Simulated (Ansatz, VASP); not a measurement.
## One calculation of SnTe3, two programs

File INCAR:

```
PREC = Accurate
ENCUT = 520
EDIFF = 1E-7
ISMEAR = -1
SIGMA = 0.05
LREAL = F
LASPH = T
NELM = 100
ALGO = Normal
ISIF = 2
LWAVE = F
LCHARG = F
GGA = PS
NBANDS = 24
```

Contents of KPOINTS:

```
Automatic mesh
0
Gamma
  6 6 6
```

File POSCAR:

```
SnTe3
1.0
    0.0000000000      3.9120303401      3.9120303401
    3.9120303401      0.0000000000      3.9120303401
    3.9120303401      3.9120303401      0.0000000000
Te Sn
3 1
Direct
    0.5000000000      0.5000000000      0.5000000000
    0.7500000000      0.7500000000      0.7500000000
    0.2500000000      0.2500000000      0.2500000000
    0.0000000000      0.0000000000      0.0000000000
```

The input input.yaml:

```yaml
crystal:
  lattice:
    - [0.0, 3.9120303401, 3.9120303401]
    - [3.9120303401, 0.0, 3.9120303401]
    - [3.9120303401, 3.9120303401, 0.0]
  atoms:
    - { symbol: Te, position: [0.5, 0.5, 0.5] }
    - { symbol: Te, position: [0.75, 0.75, 0.75] }
    - { symbol: Te, position: [0.25, 0.25, 0.25] }
    - { symbol: Sn, position: [0.0, 0.0, 0.0] }
hamiltonian:
  xc: pbesol
  pseudopotentials: { kind: paw }
kpoints:
  mp_grid: { grid: [6, 6, 6] }
scf:
  occupations: { method: fermi_dirac, width: 0.05 }
output:
  forces: true
  stress: true
  eigenvalues: true
  write_density: true
  write_potential: true
  elf: true
  volumetric_format: npy
```

Change from the starting cell: volume scaled by 1.04.

Alike in both runs: task single point; functional PBEsol; k mesh 6 × 6 × 6; occupations fermi-dirac, width 0.05 eV; no spin polarisation.

|  | VASP | Ansatz |
| --- | --- | --- |
| version | VASP 6.6.1 | Ansatz 0.2.0 |
| potentials or method | VASP PAW PBE potentials, release 64 (Te, Sn_d) | Ansatz PAW |
| plane-wave cutoff (eV) | 520 | 420 |
| valence electrons in the cell | 32 | 62 |

|  | VASP | Ansatz | Ansatz less VASP |
| --- | --- | --- | --- |
| gap on the k mesh at the Fermi level (eV) | none | none | - |
| pressure (GPa) | -4.4 | -4.4 | +0.01 |

A gap of «none» marks a metal or a gap that the smearing closes. With one functional, cell and mesh, what is left measures potentials, basis and numerics. The two sets of potentials don't hold the same shells in valence.

Caveats: the PAW data sets were made with another functional, which shifts forces and pressure a little (VASP); the PAW data sets come from PBE, with cores solved anew for the run's functional, which leaves a small shift of forces and pressure (Ansatz). The runs have no spin-orbit coupling, so splittings on Te are missing.
